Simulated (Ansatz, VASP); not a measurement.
**PbS (Galena) in VASP and in Ansatz**

Contents of INCAR:

```
SYSTEM = PbS
  PREC = Accurate
  ENCUT = 600
  EDIFF = 1E-6
  ISMEAR = -1
  SIGMA = 0.05
  LREAL = .False.
  LASPH = .True.
  NELM = 60
  ALGO = Normal
  ISIF = 3
  LWAVE = .False.
  LCHARG = .False.
  GGA = RP
  IBRION = 2
  NSW = 60
  EDIFFG = -0.01
```

KPOINTS

```
regular mesh
0
Gamma
  8 8 8
  0 0 0
```

File POSCAR:

```
PbS
1.0
    0.0000000000      2.9657500000      2.9657500000
    2.9657500000      0.0000000000      2.9657500000
    2.9657500000      2.9657500000      0.0000000000
Pb S
1 1
Direct
    0.0000000000      0.0000000000      0.0000000000
    0.5000000000      0.5000000000      0.5000000000
```

File input.yaml:

```yaml
crystal:
  lattice:
    - [0.0, 2.96575, 2.96575]
    - [2.96575, 0.0, 2.96575]
    - [2.96575, 2.96575, 0.0]
  atoms:
    - { symbol: Pb, position: [0.0, 0.0, 0.0] }
    - { symbol: S, position: [0.5, 0.5, 0.5] }
hamiltonian:
  xc: rpbe
  pseudopotentials: { kind: paw }
kpoints:
  mp_grid: { grid: [8, 8, 8] }
scf:
  occupations: { method: fermi_dirac, width: 0.05 }
output:
  forces: true
  stress: true
relax:
  f_tol: 0.01
  max_steps: 40
  cell: { stress_tol: 0.05 }
```

Alike in both runs: task relaxation of cell and atoms; functional RPBE; k mesh 8 × 8 × 8; occupations fermi-dirac, width 0.05 eV; no spin polarisation.

```csv
,VASP,Ansatz
version,VASP 6.6.1,Ansatz 0.2.0
potentials or method,"VASP PAW PBE potentials, release 64 (Pb_d, S)",Ansatz PAW
plane-wave cutoff (eV),600,420
valence electrons in the cell,20,20
```

|  | VASP | Ansatz | Ansatz less VASP |
| --- | --- | --- | --- |
| relaxed volume (Å³/atom) | 28.09 | 28.12 | +0.029 |
| relaxed cell length with the largest relative difference (Å) | 4.299 | 4.301 | +0.0015 |
| energy change over the relaxation (meV/atom) | -24 | -25 | -0.6 |

Caveats: the PAW data sets were made with another functional, which shifts forces and pressure a little (VASP); the plane-wave basis is chosen anew once the cell has moved, so the energies of steps on either side of that aren't comparable (Ansatz); the PAW data sets come from PBE, with cores solved anew for the run's functional, which leaves a small shift of forces and pressure (Ansatz). A k mesh can miss the band edges. RPBE and its kin give volumes clearly too large for solids.
